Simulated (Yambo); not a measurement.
**BN: optical spectrum with PBE**

**The experiment to reproduce.**

A printed reference work, monograph reports, for a bulk crystal of BN at 300 K: band gap 6.4 eV (indirect).

BN:

```
N B
1.0
     0.00000    1.81300    1.81300
     1.81300    0.00000    1.81300
     1.81300    1.81300    0.00000
N B
1 1
Direct
  0.25000 0.25000 0.25000
  0.00000 0.00000 0.00000
```

The cell is a database's computed one.

- Program: Yambo 5.3.0
- Task: optical spectrum
- Functional: PBE
- Potentials or basis: PseudoDojo 0.4.1 SR PBE standard
- Cutoff: 1143 eV
- Density cutoff: 4572 eV
- k mesh: 12 × 12 × 12
- Occupations: fixed
- Spin: no spin polarisation
- k mesh of the self-consistent run: 12 × 12 × 12
- Direction of the field or of q to 0: x
- Broadening: 0.1 eV
- Kernel: long-range correction
- Strength of the long-range kernel: -0.2
- Top of the energy range: 20 eV
- Energy points: 200
- Correction of the levels: none
- Bands in the response: 29
- Cutoff of the response matrix: 3 Ry

The band gap on the k mesh, mean-field level is 4.52 eV, indirect (least direct gap 8.83 eV), the electronic dielectric constant along the field is 4.67 and the electronic dielectric constant along the field, independent particles is 4.65.

Dielectric function (along the field direction of the input):
| energy (eV) | real part | imaginary part |
| --- | --- | --- |
| 0.30 | 4.67 | 0.03 |
| 0.80 | 4.69 | 0.03 |
| 1.31 | 4.71 | 0.03 |
| 1.81 | 4.75 | 0.03 |
| 2.31 | 4.81 | 0.03 |
| 2.81 | 4.88 | 0.04 |
| 3.32 | 4.97 | 0.04 |
| 3.82 | 5.08 | 0.04 |
| 4.32 | 5.21 | 0.05 |
| 4.82 | 5.37 | 0.05 |
| 5.33 | 5.58 | 0.06 |
| 5.83 | 5.82 | 0.07 |
| 6.33 | 6.13 | 0.08 |
| 6.83 | 6.53 | 0.10 |
| 7.34 | 7.07 | 0.14 |
| 7.84 | 7.82 | 0.19 |
| 8.34 | 9.01 | 0.33 |
| 8.84 | 11.23 | 1.36 |
| 9.35 | 12.20 | 5.33 |
| 9.85 | 11.78 | 7.45 |
| 10.35 | 9.30 | 9.76 |
| 10.85 | 6.58 | 11.47 |
| 11.36 | 10.18 | 14.86 |
| 11.86 | 3.37 | 14.65 |
| 12.36 | -1.20 | 13.43 |
| 12.86 | -1.28 | 8.39 |
| 13.37 | -4.48 | 8.56 |
| 13.87 | -2.94 | 3.66 |
| 14.37 | -0.65 | 4.40 |
| 14.87 | -1.54 | 4.17 |
| 15.38 | -1.06 | 6.01 |
| 15.88 | -1.36 | 4.55 |
| 16.38 | -3.60 | 2.76 |
| 16.88 | -2.19 | 2.43 |
| 17.39 | -1.90 | 2.09 |
| 17.89 | -1.45 | 1.16 |
| 18.39 | -1.19 | 1.75 |
| 18.89 | -1.22 | 1.41 |
| 19.40 | -1.18 | 1.11 |
| 20.00 | -1.33 | 0.78 |

Run time: 110 s on 1 thread of Intel(R) Xeon(R) Processor @ 2.50GHz (Skylake/Cascade Lake) (shared host).

A measured gap of BN is 6.4 eV (indirect; 300 K; a printed reference work, monograph); the calculated 4.52 eV misses it by -1.88 eV. The value is that of PBE on a finite k mesh, which can miss the band edges, without temperature or zero-point motion. Semilocal functionals fall short of measured gaps as a rule. The cell is a database's relaxed one, not the measured one, which moves gaps too.

Caveat: the long-range kernel's strength is typed, not fitted to the crystal's screening; spectra need much finer meshes, so this one isn't converged; independent-particle spectra lack excitons.
